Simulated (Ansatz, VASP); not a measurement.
**Pd: VASP beside Ansatz**

```
CELL_PARAMETERS angstrom
0.00000 2.57976 2.57976
2.57976 0.00000 2.57976
2.57976 2.57976 0.00000
ATOMIC_POSITIONS crystal
Pd 0.50000 0.50000 0.50000
Pd 0.75000 0.75000 0.75000
```

Alike in both runs: task relaxation of cell and atoms; functional PBEsol; k mesh 6 × 6 × 6; occupations gaussian, width 0.1 eV; no spin polarisation.

|  | VASP | Ansatz |
| --- | --- | --- |
| version | VASP 6.6.1 | Ansatz 0.2.0 |
| potentials or method | VASP PAW PBE potentials, release 64 (Pd) | scalar-relativistic, plane waves, PAW |
| plane-wave cutoff (eV) | 600 | 420 |
| valence electrons in the cell | 20 | 36 |

VASP gave:

- gap on the k mesh at the Fermi level, each at its own relaxed structure (eV): none
- relaxed volume (Å³/atom): 22.82
- relaxed cell length with the largest relative difference (Å): 4.012
- energy change over the relaxation (meV/atom): -656

What did Ansatz give for the same quantities?

gap on the k mesh at the Fermi level, each at its own relaxed structure (eV): none; relaxed volume (Å³/atom): 22.88; relaxed cell length with the largest relative difference (Å): 4.015; energy change over the relaxation (meV/atom): -702.

A gap of «none» marks a metal or a gap that the smearing closes. The two sets of potentials don't hold the same shells in valence.

Caveats: the volume moved by over 15 % at a fixed basis, so the end points are rough (VASP); the PAW data sets were made with another functional, which shifts forces and pressure a little (VASP).
